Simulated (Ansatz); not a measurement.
# Sr: the cost of one run

Method: DFT PBE, scalar-relativistic, plane waves, PAW, in Ansatz 0.2.0.

## 1. The system as given

Symmetry: I4/mcm, No. 140, tetragonal system. Conventional cell: a = 8.262 Å, b = 8.262 Å, c = 7.674 Å, α = 90.00°, β = 90.00°, γ = 90.00°. Ba (site symmetry m2m) has 7 Ba at 4.15 to 4.28 Å as nearest neighbours.

Structure file:

```cif
data_structure
_symmetry_space_group_name_H-M 'I4/mcm'
_symmetry_Int_Tables_number 140
_cell_length_a 8.2624
_cell_length_b 8.2624
_cell_length_c 7.6735
_cell_angle_alpha 90.000
_cell_angle_beta 90.000
_cell_angle_gamma 90.000
_cell_volume 523.85
loop_
_atom_site_label
_atom_site_type_symbol
_atom_site_symmetry_multiplicity
_atom_site_Wyckoff_symbol
_atom_site_fract_x
_atom_site_fract_y
_atom_site_fract_z
_atom_site_occupancy
Ba1 Ba 8 h 0.18186 0.31814 0.50000 1
```

The structure comes from the Materials Project (structure only).

## 2. Substitution of an element, cell strained: Ba → Sr, first probe

The change: Sr takes all sites of Ba, and lengths are scaled by 0.944 as a first guess of the size; strain xx, yy, zz, yz, xz, xy = +7.0, +7.0, -2.0, +0.0, +0.0, +0.0 %; atoms moved by 0.03 Å root mean square, at most 0.03 Å.

input.yaml reads:

```yaml
crystal:
  lattice:
    - [-4.1752198335, 4.1752198335, 3.5516218509]
    - [4.1752198335, -4.1752198335, 3.5516218509]
    - [4.1752198335, 4.1752198335, -3.5516218509]
  atoms:
    - { symbol: Sr, position: [0.8155746683, 0.6844253317, 0.5] }
    - { symbol: Sr, position: [0.1844253317, 0.3155746683, 0.5] }
    - { symbol: Sr, position: [0.3155746683, 0.8155746683, 0.1311493366] }
    - { symbol: Sr, position: [0.6844253317, 0.1844253317, 0.8688506634] }
basis:
  ecutwfc: 420
kpoints:
  mp_grid: { grid: [4, 4, 4] }
hamiltonian:
  xc: pbe
scf:
  occupations: { method: gaussian, width: 0.1 }
output:
  forces: true
  stress: true
  eigenvalues: true
```

The run is started by

```bash
$ ansatz run input.yaml --threads 1 --pin off --max-ram 1331MiB --backend cpu --events-out ev --progress --plain --runs-dir out
```

**Question.** How long does this run take on 1 thread of an x86-64 CPU, shared host, and how much memory does it need?

About 6.6 s, with a peak of 0.44 GiB.
